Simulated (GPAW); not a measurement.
Write an ASE script for GPAW 26.7.0 that does the following.

```
Task                      : band structure
Functional                : TASK
Potentials or basis       : GPAW PAW data sets (gpaw-data 1.2.1)
Cutoff                    : 600 eV
Basis                     : pw
k mesh                    : 6 × 6 × 6
Occupations               : fermi-dirac, width 0.05 eV
Spin                      : spin-orbit coupling, no magnetisation
Maxiter                   : 150
Band path                 : GXWKGLUWLK,UX
Band points               : 80
spin axis theta (degrees) : 90
spin axis phi (degrees)   : 45
Soc after scf             : second variation without the xc potential
```

Sn:

```
Sn
1.0
     0.00000    3.23334    3.23334
     3.23334    0.00000    3.23334
     3.23334    3.23334    0.00000
Sn
2
Direct
  0.25000 0.25000 0.25000
  0.00000 0.00000 0.00000
```

This isn't the form of Sn at room conditions, which is tetragonal (white tin).

These files were run (other wordings do the same):

run.py

```python
import numpy as np
from ase.dft.bandgap import bandgap
from ase.io import write
from ase.spacegroup import crystal
from ase.units import GPa
from gpaw import GPAW, PW
from gpaw.spinorbit import soc_eigenstates

# Sn 8a
atoms = crystal(['Sn'],
                basis=[[0.25, 0.25, 0.25]],
                spacegroup=227, setting=1,  # Fd-3m
                cellpar=[6.4666856, 6.4666856, 6.4666856, 90.0, 90.0, 90.0],
                primitive_cell=True)

calc = GPAW(mode=PW(600),
            xc='MGGA_X_TASK+LDA_C_PW',
            kpts={'size': (6, 6, 6), 'gamma': True},
            occupations={'name': 'fermi-dirac', 'width': 0.05},
            nbands=24,
            convergence={'density': 1e-05, 'energy': 1e-05},
            maxiter=150,
            txt='gpaw.txt')
atoms.calc = calc
energy = atoms.get_potential_energy()
forces = atoms.get_forces()
stress = atoms.get_stress()
calc.write('gs.gpw')
write('result.traj', atoms)
print(f'Energy: {energy:.6f} eV')
print('Forces (eV/A):')
print(forces.round(4))
print('Stress (GPa):', (stress / GPa).round(3))
print('Fermi level:', round(calc.get_fermi_level(), 4), 'eV')
print(f'Gap: {bandgap(calc)[0]:.4f} eV, direct: {bandgap(calc, direct=True)[0]:.4f} eV')

path = atoms.cell.bandpath('GXWKGLUWLK,UX', npoints=80, eps=1e-4)
bs_calc = calc.fixed_density(kpts=path, symmetry='off', nbands=38,
                             convergence={'bands': 'CBM+6.0', 'eigenstates': 1e-6}, txt='bands.txt')
bs = bs_calc.band_structure()
bs.write('bs.json')
print(f'Gap on the path: {bandgap(bs_calc)[0]:.4f} eV')

soc = soc_eigenstates(bs_calc, theta=90, phi=45, ignore_xc_potential=True)
np.savetxt('soc_bands.dat', soc.eigenvalues(), fmt='%.4f')
mesh = soc_eigenstates('gs.gpw', theta=90, phi=45, ignore_xc_potential=True)
np.savetxt('soc_mesh.dat', mesh.eigenvalues(), fmt='%.4f')
print('Fermi level with spin-orbit coupling:', round(mesh.fermi_level, 4), 'eV')
```

Potentials or basis: GPAW PAW data sets (gpaw-data 1.2.1), pw.

Launch:

```bash
$ OMP_NUM_THREADS=1 python run.py
```

It gave:

* Pressure: 5.1 GPa
* Band gap along the path: none (metal or under the smearing width)

Caveat: spin-orbit coupling was added after a scalar SCF, so levels and gaps hold it while energy, forces, pressure and moments don't; this program's spin-orbit splittings come out too wide for heavy elements; the PAW data sets were made with another functional, which shifts forces and pressure a little.

Wall time 4.2 min on 1 thread of Arm Neoverse V2, with other jobs on the host, peak memory 0.45 GiB.
